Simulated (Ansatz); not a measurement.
Runs of Ansatz 0.2.0 on Ni. The structure is cubic, space group Fm-3m (No. 225). Conventional cell: a = 3.475 Å, b = 3.475 Å, c = 3.475 Å, α = 90.00°, β = 90.00°, γ = 90.00°. Around Ni (site symmetry m-3m) lie 12 Ni at 2.46 Å. 

```csv
task,level,potentials or basis,spin,cell,cutoff (eV),smearing,basis error allowed,gap on the mesh (eV),pressure (GPa),moment (μB),relaxed volume (Å³/atom)
relaxation of cell and atoms,PBE+D3(BJ),"all-electron LAPW, scalar-relativistic","collinear, ferromagnetic start",relaxed,-,fermi-dirac 0.05 eV,0.001 eV/atom,-,0.0,0.63,10.52
single point,PBE,"all-electron LAPW, scalar-relativistic","collinear, ferromagnetic start",as given,320,gaussian 0.011 eV,0.001 eV/atom,none,8.0,0.64,-
single point,PBE,"all-electron LAPW, scalar-relativistic","collinear, ferromagnetic start",as given,320,gaussian 0.024 eV,0.001 eV/atom,none,8.0,0.64,-
single point,PBE,"all-electron LAPW, scalar-relativistic","collinear, ferromagnetic start",as given,320,gaussian 0.023 eV,0.001 eV/atom,none,8.0,0.64,-
band structure,PBEsol,"all-electron LAPW, scalar-relativistic","collinear, random start",as given,344,tetrahedron,0.0005 eV/atom,-,-2.6,0.60,-
band structure,PBEsol,"all-electron LAPW, non-relativistic","collinear, ferromagnetic start",as given,320,fermi-dirac 0.05 eV,0.001 eV/atom,-,(a),0.62,-
band structure,PBE,"all-electron LAPW, scalar-relativistic","collinear, ferromagnetic start",as given,320,fermi-dirac 0.05 eV,0.001 eV/atom,-,(b),0.63,-
relaxation of cell and atoms,BLYP+D4,"all-electron LAPW, scalar-relativistic","collinear, ferromagnetic start",relaxed,-,fermi-dirac 0.05 eV,0.001 eV/atom,-,0.0,0.62,10.70
single point,PBE,"all-electron LAPW, scalar-relativistic","collinear, ferromagnetic start",as given,320,gaussian 0.022 eV,0.001 eV/atom,none,8.0,0.64,-
band structure,PBEsol,all-electron PAW datasets made for the crystal,"collinear, ferromagnetic start",as given,340,fermi-dirac 0.05 eV,-,-,-2.4,0.63,-
relaxation of cell and atoms,RPBE,"all-electron LAPW, scalar-relativistic","collinear, ferromagnetic start",relaxed,-,fermi-dirac 0.05 eV,0.001 eV/atom,-,0.0,0.64,11.20
```

Alike in all rows: k mesh 13 × 13 × 13.

Problem. Estimate the missing entries.

Solution. (a) 2.3; (b) 8.1.

Caveats: the program warned that the printed levels may be off, so bands, gaps and densities of states are rough (some runs).

A k mesh can miss the band edges.

A gap of «none» marks a metal or a gap under the smearing width.

Not every run made on this cell is shown here.
